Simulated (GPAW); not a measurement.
# SiO2 (P4_2/mnm) in GPAW: equation of state

Aim: energy against volume of SiO2 in PBEsol, for its equilibrium volume and stiffness.

Everything below comes from runs of GPAW 26.7.0. Logs are shortened: lines on timing, memory, paths and dates and some standing lists are left out, and cuts for length are marked. The log counts tension as positive stress, the text compression.

## (1) The structure

It takes space group P4_2/mnm (No. 136, tetragonal). The conventional cell has a = 4.233 Å, b = 4.233 Å, c = 2.693 Å, α = 90.00°, β = 90.00°, γ = 90.00°. Si (site symmetry mmm) is surrounded by 6 O at 1.78 to 1.84 Å. O (site symmetry m2m) has 3 Si at 1.78 to 1.84 Å as nearest neighbours.

The cell comes from a database or a generator and needn't be the stable form of this composition.

## (2) Equation of state, PBEsol

The input, run.py:

```python
from ase import Atoms
from ase.eos import EquationOfState
from ase.io import Trajectory
from ase.units import GPa
from ase.parallel import parprint
from gpaw import GPAW, PW, setup_paths

setup_paths.insert(0, '.')

atoms = Atoms(['Si', 'Si', 'O', 'O', 'O', 'O'],
              cell=[[4.233169, 0.0, 0.0],
                    [0.0, 4.233169, 0.0],
                    [0.0, 0.0, 2.693495]],
              scaled_positions=[[0.0, 0.0, 0.0],
                                [0.5, 0.5, 0.5],
                                [0.806839, 0.193161, 0.5],
                                [0.306839, 0.306839, 0.0],
                                [0.193161, 0.806839, 0.5],
                                [0.693161, 0.693161, 0.0]],
              pbc=True)

traj = Trajectory('eos.traj', 'w')
volumes, energies = [], []
for x in [0.94, 0.96, 0.98, 1.0, 1.02, 1.04, 1.06]:
    a = atoms.copy()
    a.set_cell(atoms.cell * x**(1 / 3), scale_atoms=True)
    calc = GPAW(mode=PW(800),
                xc='PBEsol',
                kpts={'size': (6, 6, 10), 'gamma': True},
                occupations={'name': 'fermi-dirac', 'width': 0.05},
                nbands=30,
                convergence={'density': 1e-05, 'energy': 1e-05},
                maxiter=150,
                txt=f'eos-{x:.2f}.txt')
    a.calc = calc
    energies.append(a.get_potential_energy(force_consistent=True))
    volumes.append(a.get_volume())
    p = -a.get_stress()[:3].mean() / GPa
    calc.write(f'eos-{x:.2f}.gpw')
    traj.write(a)
    parprint(f'{x:.2f} {volumes[-1]:10.4f} A^3 {energies[-1]:14.6f} eV {p:9.3f} GPa', flush=True)

v0, e0, B = EquationOfState(volumes, energies, eos='birchmurnaghan').fit()
parprint(f'V0 = {v0:.4f} A^3, E0 = {e0:.6f} eV, B0 = {B / GPa:.2f} GPa')
```

Potentials or basis: PAW data sets generated in the run's folder for this functional, pw.

The run is started by

```console
> gpaw-setup -f PBEsol O Si
> OMP_NUM_THREADS=1 mpirun -n 4 gpaw python run.py
```

Output:

```text
__  _  _
 | _ |_)|_||  |
 |__||  | ||/\| - 26.7.0

Input parameters:
  mode=PW(ecut=800.0),
  convergence={'density': 1e-05, 'energy': 1e-05},
  kpts=MonkhorstPack(size=(6, 6, 10), gamma=True),
  maxiter=150,
  nbands=30,
  occupations=Occupations(name='fermi-dirac', width=0.05),
  xc=XC(name='PBEsol')

Diagonalizing LCAO Hamiltonian
Converting LCAO to pw mode
    .---------.
   /|         |
  / |O        |
 *  .--Si-----.
 | /      O  /
 |/  O      /
 Si--------*

Atoms  # Å, Bohr magnetons
|   | symbol |        x |        y |        z |    initial magnetic moments |
|---|--------|----------|----------|----------|-----------------------------|
| 0 |     Si | 0.000000 | 0.000000 | 0.000000 | ( 0.0000,  0.0000,  0.0000) |
| 1 |     Si | 2.073377 | 2.073377 | 1.319255 | ( 0.0000,  0.0000,  0.0000) |
| 2 |      O | 3.345762 | 0.800991 | 1.319255 | ( 0.0000,  0.0000,  0.0000) |
| 3 |      O | 1.272386 | 1.272386 | 0.000000 | ( 0.0000,  0.0000,  0.0000) |
| 4 |      O | 0.800991 | 3.345762 | 1.319255 | ( 0.0000,  0.0000,  0.0000) |
| 5 |      O | 2.874368 | 2.874368 | 0.000000 | ( 0.0000,  0.0000,  0.0000) |

Unit cell  # Å
| periodic |        x |        y |        z |  lengths |    angles |
|----------|----------|----------|----------|----------|-----------|
|      yes | 4.146754 | 0.000000 | 0.000000 | 4.146754 | 90.000000 |
|      yes | 0.000000 | 4.146754 | 0.000000 | 4.146754 | 90.000000 |
|      yes | 0.000000 | 0.000000 | 2.638510 | 2.638510 | 90.000000 |

Number of symmetries: 8
Symmetry operations  # r_c * U_cc + t_c -> r_c
|   | kind |            matrix            |
|---|------|------------------------------|
| 0 |  E   |  1, 0, 0,  0, 1, 0,  0, 0, 1 |
| 1 |  σ   |  1, 0, 0,  0, 1, 0,  0, 0,-1 |
| 2 |  σ   |  0, 1, 0,  1, 0, 0,  0, 0, 1 |
| 3 |  C2  |  0, 1, 0,  1, 0, 0,  0, 0,-1 |
| 4 |  σ   |  0,-1, 0, -1, 0, 0,  0, 0, 1 |
| 5 |  C2  |  0,-1, 0, -1, 0, 0,  0, 0,-1 |
| 6 |  C2  | -1, 0, 0,  0,-1, 0,  0, 0, 1 |
| 7 |  i   | -1, 0, 0,  0,-1, 0,  0, 0,-1 |

BZ-sampling:
  Number of BZ points: 360
  Number of IBZ points: 78

  Monkhorst-Pack size: [6, 6, 10]
  Monkhorst-Pack shift: [0.08333333333333333, 0.08333333333333333, 0.05]

K-points  # in reciprocal-cell coordinates
|     |                                coordinates |     weight |
|-----|--------------------------------------------|------------|
|   0 | (  0.00000000,   0.00000000,   0.00000000) | 0.00277778 |
|   1 | (  0.00000000,   0.00000000,   0.10000000) | 0.00555556 |
|   2 | (  0.00000000,   0.00000000,   0.20000000) | 0.00555556 |
|   3 | (  0.00000000,   0.00000000,   0.30000000) | 0.00555556 |
|   4 | (  0.00000000,   0.00000000,   0.40000000) | 0.00555556 |
|   5 | (  0.00000000,   0.00000000,   0.50000000) | 0.00277778 |
|   6 | (  0.16666667,  -0.16666667,   0.00000000) | 0.00555556 |
|   7 | (  0.16666667,  -0.16666667,   0.10000000) | 0.01111111 |
|   8 | (  0.16666667,  -0.16666667,   0.20000000) | 0.01111111 |
|   9 | (  0.16666667,  -0.16666667,   0.30000000) | 0.01111111 |
| ... |                                            |            |
|  77 | (  0.50000000,   0.50000000,   0.50000000) | 0.00277778 |

Plane wave coefficients: 2380
Cutoff: 800.0 eV

Spin-components: 1 (collinear spins)
Bands:           30
Projectors:      30
Spin-degeneracy: 2
Datatype:        complex128

Parallelization:
  kpt:    4
  domain: 1
  band:   1

Density:
  Valence electrons: 32.0
  Components: 1
  Grid points: [28 28 18]
  Charge: 0.0  # |e|

Potential:
  Grid points: [28 28 18]

species:
  Si:
    name:    Silicon
    Z:       14.0
    valence: 4
    core:    10
    charge:  0.0  # [|e|]
    compensation charges:
      type: gauss
      rc: 0.33  # [Å]
      lmax: 2
    cutoffs:
      filter: 1.86  # [Å]
      core: 2.06  # [Å]
    projectors
    | kind |    occ | energy [eV] | rcut [Å] |
    |------|--------|-------------|----------|
    |   3s |  2.000 |     -10.768 |    1.058 |
    |   3p |  2.000 |      -4.057 |    1.058 |
    |    s |        |      16.444 |    1.058 |
    |    p |        |      23.155 |    1.058 |
    |    d |        |       0.000 |    1.058 |

    Using partial waves for Si as LCAO basis

  O:
    name:    Oxygen
    Z:       8.0
    valence: 6
    core:    2
    charge:  0.0  # [|e|]
    compensation charges:
      type: gauss
      rc: 0.21  # [Å]
      lmax: 2
    cutoffs:
      filter: 1.17  # [Å]
      core: 0.83  # [Å]
    projectors
    | kind |    occ | energy [eV] | rcut [Å] |
    |------|--------|-------------|----------|
    |   2s |  2.000 |     -23.808 |    0.688 |
    |   2p |  4.000 |      -8.972 |    0.598 |
    |    s |        |       3.404 |    0.688 |
    |    p |        |      18.239 |    0.598 |
    |    d |        |       0.000 |    0.619 |

    Using partial waves for O as LCAO basis

Reference energy: -23879.261166  # eV

eigensolver:
  PPCG
  Converge bands: occupied
  niter=2

density mixing:
  MSR1-Mixer
  Pratt-step length: 0.05
  Maximum mixing coefficient: 0.75
  Old densities: 10
  SVD Regularization: 0.005
  Good broyden scale: 1.0
  Trust region scale: 1.0
  Backstep threshold: 4.0
  History deletion threshold: 6.0
  Fourier metric: weight=20.0, sigma=0.015

occupation numbers:
  Fermi-Dirac:
    width: 0.0500  # eV

poisson solver:
  ecut: 6400.0  # eV

xc functional:
  name: PBEsol with 2 nearest neighbor stencil

convergence criteria:
- Maximum integral of absolute [dens]ity change: 1e-05 electrons / valence electron
- Maximum [total energy] change in last 3 cyles: 1e-05 eV / valence electron
- Maximum integral of absolute [eigenst]ate change: 4e-08 eV^2 / valence electron
maximum number of iterations: 150

SCF iterations
|iter     | |      energy | eigst |  dens |
|---------|-|-------------|-------|-------|
|iter:   1| |  -53.318409 | +0.22 |       |
|iter:   2| |  -52.344542 | -2.06 | -0.76 |
|iter:   3| |  -49.292681 | -1.04 | -0.81 |
|iter:   4| |  -49.339200 | -3.18 | -1.44 |
|iter:   5| |  -49.357103 | -3.81 | -1.78 |
|iter:   6| |  -49.357149 | -5.87 | -3.07 |
|iter:   7| |  -49.357156c| -7.16 | -3.56 |
|iter:   8| |  -49.357156c| -7.74c| -4.21 |
|iter:   9| |  -49.357156c| -8.56c| -4.62 |
|iter:  10| |  -49.357156c| -9.31c| -5.39c|

Converged in 10 steps
Energy contributions relative to reference atoms: (reference = -23879.261166)

Energy contributions:
  Kinetic:          62.060630
  Coulomb:         -52.440544
  Zero:              0.807893
  External:          0.000000
  Xc:              -59.785135
  Entropy:          -0.000000
  Spinorbit:         0.000000
  ----------------------------
  Free energy:     -49.357156
  Extrapolated:    -49.357156

dipole moment: (-8.840313, -8.840313, -20.358858)  # |e|*Ang

Fermi level: 10.386
Eigenvalues  # (at kpt = [0.000, 0.000, 0.000])
| band index |      eig [eV] | occ [0-2] |
|------------|---------------|-----------|
|          0 |       -13.840 |     2.000 |
|        ... |               |           |
|          8 |         3.484 |     2.000 |
|          9 |         3.698 |     2.000 |
|         10 |         5.777 |     2.000 |
|         11 |         5.777 |     2.000 |
|         12 |         6.454 |     2.000 |
|         13 |         8.137 |     2.000 |
|         14 |         8.137 |     2.000 |
|         15 |         8.991 |     2.000 |
|         16 |        15.112 |     0.000 |
|         17 |        15.650 |     0.000 |
|         18 |        17.687 |     0.000 |
|         19 |        17.687 |     0.000 |
|         20 |        20.026 |     0.000 |
|         21 |        20.975 |     0.000 |
|         22 |        23.520 |     0.000 |
|         23 |        23.520 |     0.000 |
|        ... |               |           |
|         29 |        27.501 |     0.000 |

Gap: 6.121 eV
Transition (v -> c):
  (s=0, k=0, n=15, [0.00, 0.00, 0.00]) -> (s=0, k=0, n=16, [0.00, 0.00, 0.00])
No difference between direct/indirect transitions

Stress tensor  # eV/Ang^3
|         x |         y |         z |
|-----------|-----------|-----------|
| -0.103774 |  0.000000 |  0.000000 |
|  0.000000 | -0.103774 |  0.000000 |
|  0.000000 |  0.000000 | -0.142876 |

# Writing to eos-0.94.gpw (mode='')
```

Wall time 5.1 min (4 MPI ranks of Arm Neoverse N1, shared host); peak memory 0.32 GiB.

Results:

```
Equilibrium volume                        : 7.98 Å³/atom
Bulk modulus at fixed shape and positions : 316 GPa
Pressure derivative of the bulk modulus   : 4.2
```

Energy against volume, from the lowest point:
```
volume (Å³/atom)  energy (meV/atom)
           7.562              22.94
           7.723               7.96
           7.884               0.59
           8.044               0.00
           8.205               5.57
           8.366              16.63
           8.527              32.71
```

Caveat: the cell was scaled at fixed shape and fractional positions, which overstates the stiffness of a crystal with free parameters, most of all of layers and chains.
